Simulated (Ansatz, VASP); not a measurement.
**Two plane-wave programs on H**

Contents of INCAR:

```
SYSTEM = H
PREC = Accurate
ENCUT = 520
EDIFF = 1E-6
ISMEAR = 0
SIGMA = 0.05
LREAL = .False.
LASPH = .True.
NELM = 80
ALGO = Normal
ISIF = 2
LWAVE = .False.
LCHARG = .False.
GGA = CA
NBANDS = 10
```

Contents of KPOINTS:

```
regular mesh
0
Gamma
  8 8 4
  0 0 0
```

File POSCAR:

```
H
1.0
    1.5661052670     -2.5951038185      0.0000000000
    1.5661052670      2.5951038185      0.0000000000
    0.0000000000      0.0000000000      6.4716128355
H
4
Direct
    0.5678085000      0.4321915000      0.9995149500
    0.4321915000      0.5678085000      0.0004850500
    0.4321915000      0.5678085000      0.4995149500
    0.5678085000      0.4321915000      0.5004850500
```

Input for Ansatz:

```yaml
crystal:
  lattice:
    - [1.566105267, -2.5951038185, 0.0]
    - [1.566105267, 2.5951038185, 0.0]
    - [0.0, 0.0, 6.4716128355]
  atoms:
    - { symbol: H, position: [0.5678085, 0.4321915, 0.99951495] }
    - { symbol: H, position: [0.4321915, 0.5678085, 0.00048505] }
    - { symbol: H, position: [0.4321915, 0.5678085, 0.49951495] }
    - { symbol: H, position: [0.5678085, 0.4321915, 0.50048505] }
basis:
  ecutwfc: 420
kpoints:
  mp_grid: { grid: [8, 8, 4] }
hamiltonian:
  xc: lda
scf:
  occupations: { method: gaussian, width: 0.05 }
output:
  forces: true
  stress: true
  eigenvalues: true
```

Change from the starting cell: strain -0.050 along x and y, +0.025 along z, atoms carried along.

Alike in both runs: task single point; functional LDA; k mesh 8 × 8 × 4; occupations gaussian, width 0.05 eV; no spin polarisation.

```csv
,VASP,Ansatz
version,VASP 6.6.1,Ansatz 0.2.0
potentials or method,"VASP PAW LDA potentials, release 64 (H)","scalar-relativistic, plane waves, PAW"
plane-wave cutoff (eV),520,420
valence electrons in the cell,4,4
```

|  | VASP | Ansatz | Ansatz less VASP |
| --- | --- | --- | --- |
| gap on the k mesh at the Fermi level (eV) | 8.19 | 8.19 | +0.006 |
| least direct gap on the mesh (eV) | 8.21 | 8.21 | +0.005 |
| pressure (GPa) | 3.0 | 3.2 | +0.17 |
| largest component of the traceless stress (GPa) | 7.15 | 7.16 | +0.011 |
| rms of the force components (eV/Å) | 1.478 | 1.474 | -0.0037 |

Atom by atom the forces differ by 0.004 eV/Å (rms over components).

Caveats: forces of over 1 eV/Å show positions far from the minimum, so gaps and moduli don't describe the material at rest. A k mesh can miss the band edges.
